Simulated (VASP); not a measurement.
# BaTiO3 (P4mm) in VASP: further runs

The runs below take BaTiO3 through single point, with PBE.

All numbers are computed with VASP 6.6.1; they aren't measurements. Logs are shortened: lines on timing, memory, paths and dates and some standing lists are left out, and cuts for length are marked.

## 1. The crystal as given

It takes space group P4mm (No. 99, tetragonal). The conventional cell has a = 4.000 Å, b = 4.000 Å, c = 4.018 Å, α = 90.00°, β = 90.00°, γ = 90.00°. Ba (site symmetry 4mm) has 12 O at 2.79 to 2.88 Å as nearest neighbours. Around Ti (site symmetry 4mm) lie 6 O at 1.89 to 2.13 Å. O (site symmetry 2mm) is surrounded by 2 Ti at 2.00 Å. O (site symmetry 4mm) has 2 Ti at 1.89 to 2.13 Å as nearest neighbours.

## 2. Single point, PBE

Input file INCAR:

```
SYSTEM = BaTiO3
PREC = Low ; ENCUT = 460
EDIFF = 1E-7 ; ISMEAR = 0
SIGMA = 0.05 ; LREAL = .False.
LASPH = .True. ; NELM = 100
ALGO = Normal ; ISIF = 2
LWAVE = .False. ; LCHARG = .False.
GGA = PE ; NBANDS = 28
ADDGRID = .False.
```

Input file KPOINTS:

```
regular mesh
0
Gamma
  5 5 5
  0 0 0
```

Input file POSCAR:

```
BaTiO3
1.0
    3.9998000000      0.0000000000      0.0000000000
    0.0000000000      3.9998000000      0.0000000000
    0.0000000000      0.0000000000      4.0180000000
Ba Ti O
1 1 3
Direct
    0.0050340000     -0.0151990000     -0.0081960000
    0.5109990000      0.5026790000      0.4796360000
   -0.0079330000      0.4990990000      0.5319510000
    0.5087000000     -0.0034200000      0.5100070000
    0.5274750000      0.4823970000      0.0100750000
```

Potentials or basis: VASP PAW PBE potentials, release 64 (Ba_sv, Ti_sv, O).

Launch:

```bash
cat potpaw_PBE.64/Ba_sv/POTCAR potpaw_PBE.64/Ti_sv/POTCAR potpaw_PBE.64/O/POTCAR > POTCAR
mpirun -np 1 vasp_std > vasp.out
```

OUTCAR:

```text
SYSTEM = BaTiO3
   PREC = Low
   ENCUT = 460
   EDIFF = 1E-7
   ISMEAR = 0
   LREAL = .False.
   LASPH = .True.
   NELM = 100
   ISIF = 2
   GGA = PE

 Found     63 irreducible k-points:

 Following reciprocal coordinates:
            Coordinates               Weight
  0.000000  0.000000  0.000000      1.000000
  0.200000  0.000000  0.000000      2.000000
  0.000000  0.200000  0.000000      2.000000
  0.400000  0.000000  0.000000      2.000000
  0.000000  0.400000  0.000000      2.000000
  0.200000  0.200000  0.000000      2.000000
   k-points           NKPTS =     63   k-points in BZ     NKDIM =     63   number of bands    NBANDS=     28
   number of dos      NEDOS =    301   number of ions     NIONS =      5
   total plane-waves  NPLWV =  13824
   dimension x,y,z NGX =    24 NGY =   24 NGZ =   24
   dimension x,y,z NGXF=    24 NGYF=   24 NGZF=   24
   ions per type =               1   1   3
   NGX,Y,Z   is equivalent  to a cutoff of   9.98,  9.98,  9.93 a.u.
   NGXF,Y,Z  is equivalent  to a cutoff of   9.98,  9.98,  9.93 a.u.
 SYSTEM =  BaTiO3
   PREC   = low       normal or accurate (medium, high low for compatibility)
   ISTART =      0    job   : 0-new  1-cont  2-samecut
   ICHARG =      2    charge: 1-file 2-atom 10-const
   ISPIN  =      1    spin polarized calculation?
   LNONCOLLINEAR =      F non collinear calculations
   LSORBIT =      F    spin-orbit coupling
   LASPH  =      T    aspherical Exc in radial PAW
   ENCUT  =  460.0 eV  33.81 Ry    5.81 a.u.   6.99  6.99  7.03*2*pi/ulx,y,z
   NELM   =    100;   NELMIN=  2; NELMDL= -5     # of ELM steps
   EDIFF  = 0.1E-06   stopping-criterion for ELM
   LREAL  =      F    real-space projection
   EDIFFG = 0.1E-05   stopping-criterion for IOM
   NSW    =      0    number of steps for IOM
   IBRION =     -1    ionic relax: 0-MD 1-quasi-New 2-CG
   NFREE  =      0    steps in history (QN), initial steepest desc. (CG)
   ISIF   =      2    stress and relaxation
   ISYM   =      2    0-nonsym 1-usesym 2-fastsym
   POTIM  = 0.5000    time-step for ionic-motion
   TEBEG  =    0.0;   TEEND  =   0.0 temperature during run
   PSTRESS=    0.0 pullay stress
   NELECT =      40.0000    total number of electrons
   NUPDOWN=      -1.0000    fix difference up-down
   EMIN   =  10.00;   EMAX   =-10.00  energy-range for DOS
   EFERMI =   0.00;   METHOD = LEGACY
   ISMEAR =     0;   SIGMA  =   0.05  broadening in eV -4-tet -1-fermi 0-gaus
   EFERMI_NEDOS =   21; number of points for ismear=-14 and -15
   IALGO  =     38    algorithm
   IMIX   =      4    mixing-type and parameters
     AMIX     =   0.40;   BMIX     =  1.00
     AMIX_MAG =   1.60;   BMIX_MAG =  1.00
  volume/ion in A,a.u.               =      12.86        86.76
  Fermi-wavevector in a.u.,A,eV,Ry     =   1.397653  2.641181 26.578078  1.953434
  Thomas-Fermi vector in A             =   2.520888
   LORBIT       =      0    0 simple, 1 ext, 2 COOP (PROOUT), +10 PAW based schemes
   GGA     = PE    functional components
   LHFCALC =     F    Hartree Fock is set to
   AEXX    =    0.0000 exact exchange contribution
   IVDW    =     0    specifies the selected vdW correction
   LEPSILON=     F    determine dielectric tensor
   LRPA    =     F    only Hartree local field effects (RPA)
 non-spin polarized calculation
 Gauss-broadening in eV      SIGMA  =   0.05
  energy-cutoff  :      460.00
  volume of cell :       64.28
 maximum number of plane-waves:      1450
   NGX = 13   NGY = 13   NGZ = 15

 number of electron      40.0000568 magnetization

 Free energy of the ion-electron system (eV)
  ---------------------------------------------------
  ext. energy  EPLUGINS =         0.00000000
  ---------------------------------------------------
  free energy    TOTEN  =       -39.88942619 eV

  energy without entropy =      -39.88942619  energy(sigma->0) =      -39.88942619

 E-fermi :   3.9807     XC(G=0): -11.2381

 val. band max:        3.6783357221   @ k =  -0.4000   0.4000   0.4000
 cond. band min:       5.6935125613   @ k =   0.0000   0.0000   0.0000
 fundamental gap:      2.0151768392
 Fermi energy:         3.9807271717

 k-point     1 :       0.0000    0.0000    0.0000
  band No.  band energies     occupation
      1     -52.7288      2.00000
      2     -28.9700      2.00000
      3     -28.9554      2.00000
      4     -28.9441      2.00000
      5     -21.0030      2.00000
      6     -13.0778      2.00000
[... 20 lines left out ...]
     27       8.9591      0.00000
     28      11.0784      0.00000

 k-point     2 :       0.2000    0.0000    0.0000
  band No.  band energies     occupation
      1     -52.7286      2.00000
      2     -28.9740      2.00000
      3     -28.9686      2.00000
      4     -28.9434      2.00000
      5     -20.9623      2.00000
      6     -13.1198      2.00000
[... 20 lines left out ...]
     27       9.6471      0.00000
     28      11.9746      0.00000

 k-point     3 :       0.0000    0.2000    0.0000
  band No.  band energies     occupation
      1     -52.7286      2.00000
      2     -28.9694      2.00000
      3     -28.9623      2.00000
      4     -28.9547      2.00000
      5     -20.9615      2.00000
      6     -13.1281      2.00000
[... 20 lines left out ...]
     27       9.6345      0.00000
     28      11.9619      0.00000

 k-point     4 :       0.4000    0.0000    0.0000
  band No.  band energies     occupation
      1     -52.7281      2.00000
      2     -29.0021      2.00000
      3     -28.9679      2.00000
      4     -28.9423      2.00000
      5     -20.8948      2.00000
      6     -13.2757      2.00000
[... 20 lines left out ...]
     27      11.0943      0.00000
     28      12.1482      0.00000

 k-point     5 :       0.0000    0.4000    0.0000
  band No.  band energies     occupation
      1     -52.7281      2.00000
      2     -28.9918      2.00000
      3     -28.9680      2.00000
      4     -28.9536      2.00000
      5     -20.8927      2.00000
      6     -13.2975      2.00000
[... 20 lines left out ...]
     27      11.0384      0.00000
     28      12.0568      0.00000

 k-point     6 :       0.2000    0.2000    0.0000
  band No.  band energies     occupation
      1     -52.7283      2.00000
      2     -28.9732      2.00000
      3     -28.9679      2.00000
      4     -28.9614      2.00000
      5     -20.9257      2.00000
      6     -13.0896      2.00000
[... 20 lines left out ...]
     27      10.3240      0.00000
     28      12.1411      0.00000

 [... further k-points ...]

------------------------ aborting loop because EDIFF is reached ----------------------------------------

  FORCE on cell =-STRESS in cart. coord.  units (eV):
  Direction    XX          YY          ZZ          XY          YZ          ZX
  --------------------------------------------------------------------------------------
  -------------------------------------------------------------------------------------
  Total        1.4373970      1.5156169      1.8836767      0.0450408     -0.0318233     -0.0589491
  in kB       35.8262079     37.7757876     46.9494448      1.1226127     -0.7931751     -1.4692683
  external PRESSURE =      40.1838134 kB  Pullay stress =       0.0000000 kB

 VOLUME and BASIS-vectors are now :
 -----------------------------------------------------------------------------
  energy-cutoff  :      460.00
  volume of cell :       64.28
      direct lattice vectors                 reciprocal lattice vectors
     3.999800000  0.000000000  0.000000000     0.250012501  0.000000000  0.000000000
     0.000000000  3.999800000  0.000000000     0.000000000  0.250012501  0.000000000
     0.000000000  0.000000000  4.018000000     0.000000000  0.000000000  0.248880040

 POSITION                                       TOTAL-FORCE (eV/Angst)
 -----------------------------------------------------------------------------------
      0.02013      3.93901      3.98507         0.138894      0.358776      0.145968
      2.04389      2.01062      1.92718         0.279683     -0.211241      0.063666
      3.96807      1.99630      2.13738         0.661575     -0.073393     -0.668989
      2.03470      3.98612      2.04921        -0.368768     -0.358374     -0.238941
      2.10979      1.92949      0.04048        -0.711384      0.284233      0.698296
 -----------------------------------------------------------------------------------
    total drift:                               -0.007984      0.005046     -0.012219

  FREE ENERGIE OF THE ION-ELECTRON SYSTEM (eV)
  ---------------------------------------------------
  free  energy   TOTEN  =       -39.8894261937 eV

  energy  without entropy=      -39.8894261937  energy(sigma->0) =      -39.88942619
```

Run time: 42 s. Hardware: 1 thread of Intel Xeon Platinum 8488C (Sapphire Rapids), shared host; peak memory 0.18 GiB.

The run converged, but some of its settings lie outside the range that counts as converged, so its numbers aren't taken as properties of the crystal.

What came out:

| Item | Value |
| --- | --- |
| Free energy | -39.8894 eV |
| Pressure | 4.0 GPa |
| Largest force | 1.037 eV/Å |
| Band gap on the k mesh | 2.02 eV, indirect (least direct gap 2.15 eV) |

Caveat: the cutoff is under 1.25 times the usual one of these potentials, so pressure, stress and relaxed cells hold a basis-set (Pulay) error; spin-orbit coupling is left out, which moves the levels of the heavy elements; an odd mesh through Γ misses points on the zone boundary, where band edges often lie.

## 3. Single point, PBE

Edit INCAR of step 2 so:

```diff
@@ -1,3 +1,3 @@
 SYSTEM = BaTiO3
-PREC = Low ; ENCUT = 460
+PREC = Normal ; ENCUT = 460
 EDIFF = 1E-7 ; ISMEAR = 0
```

KPOINTS is that of step 2.

Input file POSCAR:

```
BaTiO3
1.0
    3.9998000000      0.0000000000      0.0000000000
    0.0000000000      3.9998000000      0.0000000000
    0.0000000000      0.0000000000      4.0180000000
Ba Ti O
1 1 3
Direct
    0.0000000000      0.0000000000      0.0000000000
    0.5000000000      0.5000000000      0.4900000000
    0.0000000000      0.5000000000      0.5170000000
    0.5000000000      0.0000000000      0.5170000000
    0.5000000000      0.5000000000      0.0190000000
```

Potentials or basis: VASP PAW PBE potentials, release 64 (Ba_sv, Ti_sv, O).

Launch:

```bash
cat potpaw_PBE.64/Ba_sv/POTCAR potpaw_PBE.64/Ti_sv/POTCAR potpaw_PBE.64/O/POTCAR > POTCAR
mpirun -np 1 vasp_std > vasp.out
```

OUTCAR:

```text
SYSTEM = BaTiO3
   PREC = Normal
   ENCUT = 460
   EDIFF = 1E-7
   ISMEAR = 0
   LREAL = .False.
   LASPH = .True.
   NELM = 100
   ISIF = 2
   GGA = PE

 Found     18 irreducible k-points:

 Following reciprocal coordinates:
            Coordinates               Weight
  0.000000  0.000000  0.000000      1.000000
  0.200000  0.000000  0.000000      4.000000
  0.400000  0.000000  0.000000      4.000000
  0.200000  0.200000  0.000000      4.000000
  0.400000  0.200000  0.000000      8.000000
  0.400000  0.400000  0.000000      4.000000
   k-points           NKPTS =     18   k-points in BZ     NKDIM =     18   number of bands    NBANDS=     28
   number of dos      NEDOS =    301   number of ions     NIONS =      5
   total plane-waves  NPLWV =  13824
   dimension x,y,z NGX =    24 NGY =   24 NGZ =   24
   dimension x,y,z NGXF=    48 NGYF=   48 NGZF=   48
   ions per type =               1   1   3
   NGX,Y,Z   is equivalent  to a cutoff of   9.98,  9.98,  9.93 a.u.
   NGXF,Y,Z  is equivalent  to a cutoff of  19.95, 19.95, 19.86 a.u.
 SYSTEM =  BaTiO3
   PREC   = normal    normal or accurate (medium, high low for compatibility)
   ISTART =      0    job   : 0-new  1-cont  2-samecut
   ICHARG =      2    charge: 1-file 2-atom 10-const
   ISPIN  =      1    spin polarized calculation?
   LNONCOLLINEAR =      F non collinear calculations
   LSORBIT =      F    spin-orbit coupling
   LASPH  =      T    aspherical Exc in radial PAW
   ENCUT  =  460.0 eV  33.81 Ry    5.81 a.u.   6.99  6.99  7.03*2*pi/ulx,y,z
   NELM   =    100;   NELMIN=  2; NELMDL= -5     # of ELM steps
   EDIFF  = 0.1E-06   stopping-criterion for ELM
   LREAL  =      F    real-space projection
   EDIFFG = 0.1E-05   stopping-criterion for IOM
   NSW    =      0    number of steps for IOM
   IBRION =     -1    ionic relax: 0-MD 1-quasi-New 2-CG
   NFREE  =      0    steps in history (QN), initial steepest desc. (CG)
   ISIF   =      2    stress and relaxation
   ISYM   =      2    0-nonsym 1-usesym 2-fastsym
   POTIM  = 0.5000    time-step for ionic-motion
   TEBEG  =    0.0;   TEEND  =   0.0 temperature during run
   PSTRESS=    0.0 pullay stress
   NELECT =      40.0000    total number of electrons
   NUPDOWN=      -1.0000    fix difference up-down
   EMIN   =  10.00;   EMAX   =-10.00  energy-range for DOS
   EFERMI =   0.00;   METHOD = LEGACY
   ISMEAR =     0;   SIGMA  =   0.05  broadening in eV -4-tet -1-fermi 0-gaus
   EFERMI_NEDOS =   21; number of points for ismear=-14 and -15
   IALGO  =     38    algorithm
   IMIX   =      4    mixing-type and parameters
     AMIX     =   0.40;   BMIX     =  1.00
     AMIX_MAG =   1.60;   BMIX_MAG =  1.00
  volume/ion in A,a.u.               =      12.86        86.76
  Fermi-wavevector in a.u.,A,eV,Ry     =   1.397653  2.641181 26.578078  1.953434
  Thomas-Fermi vector in A             =   2.520888
   LORBIT       =      0    0 simple, 1 ext, 2 COOP (PROOUT), +10 PAW based schemes
   GGA     = PE    functional components
   LHFCALC =     F    Hartree Fock is set to
   AEXX    =    0.0000 exact exchange contribution
   IVDW    =     0    specifies the selected vdW correction
   LEPSILON=     F    determine dielectric tensor
   LRPA    =     F    only Hartree local field effects (RPA)
 non-spin polarized calculation
 Gauss-broadening in eV      SIGMA  =   0.05
  energy-cutoff  :      460.00
  volume of cell :       64.28
 maximum number of plane-waves:      1450
   NGX = 13   NGY = 13   NGZ = 15

 number of electron      39.9999967 magnetization

 Free energy of the ion-electron system (eV)
  ---------------------------------------------------
  ext. energy  EPLUGINS =         0.00000000
  ---------------------------------------------------
  free energy    TOTEN  =       -39.98901022 eV

  energy without entropy =      -39.98901022  energy(sigma->0) =      -39.98901022

 E-fermi :   3.9492     XC(G=0): -11.2419

 val. band max:        3.6864975205   @ k =   0.4000   0.4000   0.4000
 cond. band min:       5.6165340171   @ k =   0.0000   0.0000   0.0000
 fundamental gap:      1.9300364966
 Fermi energy:         3.9492418833

 k-point     1 :       0.0000    0.0000    0.0000
  band No.  band energies     occupation
      1     -52.7564      2.00000
      2     -28.9985      2.00000
      3     -28.9692      2.00000
      4     -28.9692      2.00000
      5     -21.0131      2.00000
      6     -13.0732      2.00000
[... 20 lines left out ...]
     27       8.8954      0.00000
[... 133 lines left out ...]
      6     -12.8689      2.00000
[... 20 lines left out ...]
     27      11.9989      0.00000
     28      13.4338      0.00000

 [... further k-points ...]

------------------------ aborting loop because EDIFF is reached ----------------------------------------

  FORCE on cell =-STRESS in cart. coord.  units (eV):
  Direction    XX          YY          ZZ          XY          YZ          ZX
  --------------------------------------------------------------------------------------
  -------------------------------------------------------------------------------------
  Total        1.2461448      1.2461448      1.6292527      0.0000000     -0.0000000      0.0000000
  in kB       31.0593678     31.0593678     40.6080894      0.0000000     -0.0000000      0.0000000
  external PRESSURE =      34.2422750 kB  Pullay stress =       0.0000000 kB

 VOLUME and BASIS-vectors are now :
 -----------------------------------------------------------------------------
  energy-cutoff  :      460.00
  volume of cell :       64.28
      direct lattice vectors                 reciprocal lattice vectors
     3.999800000  0.000000000  0.000000000     0.250012501  0.000000000  0.000000000
     0.000000000  3.999800000  0.000000000     0.000000000  0.250012501  0.000000000
     0.000000000  0.000000000  4.018000000     0.000000000  0.000000000  0.248880040

 POSITION                                       TOTAL-FORCE (eV/Angst)
 -----------------------------------------------------------------------------------
      0.00000      0.00000      0.00000         0.000000      0.000000      0.074414
      1.99990      1.99990      1.96882         0.000000     -0.000000     -0.133026
      0.00000      1.99990      2.07731         0.000000      0.000000     -0.110717
      1.99990      0.00000      2.07731         0.000000      0.000000     -0.110717
      1.99990      1.99990      0.07634         0.000000     -0.000000      0.280046
 -----------------------------------------------------------------------------------
    total drift:                                0.000000     -0.000000      0.001311

  FREE ENERGIE OF THE ION-ELECTRON SYSTEM (eV)
  ---------------------------------------------------
  free  energy   TOTEN  =       -39.9890102211 eV

  energy  without entropy=      -39.9890102211  energy(sigma->0) =      -39.98901022
```

stdout:

```text
POSCAR found type information on POSCAR BaTiO
 POSCAR found :  3 types and       5 ions
 scaLAPACK will be used
 LDA part: xc-table for (Slater+PW92), standard interpolation
 POSCAR, INCAR and KPOINTS ok, starting setup
 FFT: planning ... GRIDC
 FFT: planning ... GRID_SOFT
 FFT: planning ... GRID
 WAVECAR not read
 entering main loop
```

Wall time 17 s (1 thread of Intel Xeon Platinum 8488C (Sapphire Rapids), shared host); peak memory 0.16 GiB.

The run converged, but some of its settings lie outside the range that counts as converged, so its numbers aren't taken as properties of the crystal.

What came out:

```yaml
Free_energy: -39.9890 eV
Pressure: 3.4 GPa
Largest_force: 0.280 eV/Å
Band_gap_on_the_k_mesh: 1.93 eV, indirect (least direct gap 2.06 eV)
```

Caveat: the cutoff is under 1.25 times the usual one of these potentials, so pressure, stress and relaxed cells hold a basis-set (Pulay) error; spin-orbit coupling is left out, which moves the levels of the heavy elements; an odd mesh through Γ misses points on the zone boundary, where band edges often lie.

## 4. For comparison

An earlier run on the cell as given: functional PBEsol; potentials or basis VASP PAW PBE potentials, release 64 (Ba_sv, Ti_sv, O); cutoff 520 eV; k mesh 7 × 7 × 7; occupations fermi-dirac, width 0.05 eV; no spin polarisation.

* Pressure: -2.0 GPa
* Largest force: 0.323 eV/Å
* Band gap on the k mesh: 1.82 eV, indirect (least direct gap 2.02 eV)
